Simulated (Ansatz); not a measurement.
Al2Cu:

```xyz
3
Lattice="-2.0303 2.0303 2.8511 2.0303 -2.0303 2.8511 2.0303 2.0303 -2.8511" Properties=species:S:1:pos:R:3 pbc="T T T"
Cu    0.0000    0.0000    2.8511
Al    2.0303    0.0000    1.4255
Al    0.0000    2.0303    1.4255
```

The cell comes from a database or a generator and needn't be the stable form of this composition.

| Quantity | Value |
| --- | --- |
| Program | Ansatz 0.2.0 |
| Task | relaxation of cell and atoms |
| Functional | PBEsol |
| Dispersion | D3(BJ)-ATM |
| Potentials or basis | Ansatz PAW |
| Cutoff | 420 eV (not typed: the program's choice for these potentials) |
| k mesh | 9 × 9 × 9 |
| Occupations | fermi-dirac, width 0.05 eV |
| Spin | no spin polarisation |

At the start: volume 15.67 Å³/atom.

**Question.** Where does the relaxation end?

**Answer.** It ends after 6 steps and the volume is 15.21 Å³/atom (-2.9 %); space group Fm-3m (No. 225, to 0.05 Å).

The path:
```
step  energy change (eV)  largest force (eV/Å)  volume (Å³)
   1              0.0000                0.0000        47.01
   2             -0.0130                0.0000        46.04
   3             -0.0144                0.0000        45.61
   4             -0.0145                0.0000        45.63
   5             -0.0145                0.0000        45.64
   6             -0.0140                0.0000        45.64
```

Final structure:
```
Cu Al
1.0
    -2.00659    2.00659    2.83411
     2.00659   -2.00659    2.83411
     2.00659    2.00659   -2.83411
Cu Al
1 2
Direct
  0.50000 0.50000 0.00000
  0.25000 0.75000 0.50000
  0.75000 0.25000 0.50000
```

Caveat: the plane-wave basis is chosen anew once the cell has moved, so the energies of steps on either side of that aren't comparable; pairwise dispersion overbinds metals, which lowers pressure and volume; the PAW data sets come from PBE, with cores solved anew for the run's functional, which leaves a small shift of forces and pressure.
